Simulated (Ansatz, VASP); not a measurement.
Two plane-wave programs on Sb

```
CELL_PARAMETERS angstrom
0.00000 2.32027 2.32027
2.32027 0.00000 2.32027
2.32027 2.32027 0.00000
ATOMIC_POSITIONS crystal
Sb 0.00000 0.00000 0.00000
```

Change from the starting cell: volume scaled by 1.02, PAW files.

Alike in both runs: task electric field gradients; functional PBE; k mesh 12 × 12 × 12; occupations fermi-dirac, width 0.05 eV; no spin polarisation.

```csv
,VASP,Ansatz
version,VASP 6.6.1,Ansatz 0.2.0
potentials or method,"VASP PAW PBE potentials, release 64 (Sb)","PAW with Ansatz's default frozen-core files, scalar-relativistic"
plane-wave cutoff (eV),520,420
valence electrons in the cell,5,15
```

Ansatz gave:

- pressure (GPa): 7.0
- Vzz of the field gradient on the site that differs most (V/Å²): 0.0

Task: What did VASP give for the same quantities?

Result: Pressure (GPa): 6.8; Vzz of the field gradient on the site that differs most (V/Å²): 0.0.

The two sets of potentials don't hold the same shells in valence. Ansatz warned: «gradients_without_spin_orbit».

Spin-orbit coupling is left out, which matters for the levels of Sb.
